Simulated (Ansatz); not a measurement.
Relaxed bulk CuO:

Space group Cccm (No. 66). a = 4.161 Å, b = 4.179 Å, c = 5.151 Å, α = 90.00°, β = 90.00°, γ = 90.00°
| atom | site | symmetry | x | y | z |
| --- | --- | --- | --- | --- | --- |
| Cu | 4f | ..2/m | 0.7500 | 0.2500 | 0.0000 |
| O | 4b | 222 | 0.5000 | 0.0000 | 0.2500 |

Miller indices refer to the conventional cell of Cccm (No. 66), a = 4.161 Å, b = 4.179 Å, c = 5.151 Å, α = 90.00°, β = 90.00°, γ = 90.00°.

The (111) slab of 15 planes, 11.5 Å thick with 15 Å of vacuum as cut; outer planes O (top) and O (bottom).

Method: DFT PBE, scalar-relativistic, plane waves, PAW (Ansatz). Plane waves to 420 eV, a k mesh through Γ of 13×6×1 on the computed 20-atom cell and Gaussian smearing (0.10 eV); no spin polarisation. A dipole correction removes the field between periodic images along c.

Results for the relaxed slab:

```json
{
 "Surface energy (mean of both faces)": "0.60 J/m²",
 "Work function": "5.41 eV"
}
```

Relaxation lowers the energy by 0.192 J/m² a face; the largest move is 0.185 Å.

| plane (bottom to top) | atoms | spacing to next, bulk (Å) | relaxed (Å) | change (%) | rumpling (Å) |
| --- | --- | --- | --- | --- | --- |
| 1 | O | 0.640 | 0.527 | -17.6 | 0.000 |
| 2 | Cu2 | 0.640 | 0.499 | -22.1 | 0.077 |
| 3 | O | 1.280 | 1.583 | +23.7 | 0.000 |
| 4 | O | 0.640 | 0.499 | -22.0 | 0.000 |
| 5 | Cu2 | 0.640 | 0.600 | -6.2 | 0.131 |
| 6 | O | 1.280 | 1.308 | +2.2 | 0.000 |
| 7 | O | 0.640 | 0.624 | -2.4 | 0.000 |
| 8 | Cu2 | 0.640 | 0.624 | -2.4 | 0.000 |
| 9 | O | 1.280 | 1.308 | +2.2 | 0.000 |
| 10 | O | 0.640 | 0.600 | -6.2 | 0.000 |
| 11 | Cu2 | 0.640 | 0.499 | -22.0 | 0.131 |
| 12 | O | 1.280 | 1.583 | +23.7 | 0.000 |
| 13 | O | 0.640 | 0.499 | -22.1 | 0.000 |
| 14 | Cu2 | 0.640 | 0.527 | -17.6 | 0.077 |
| 15 | O |  |  |  | 0.000 |

Spin polarisation was left out, and a magnetic state may lie lower.

The reference crystal is a form of CuO, which isn't its usual structure.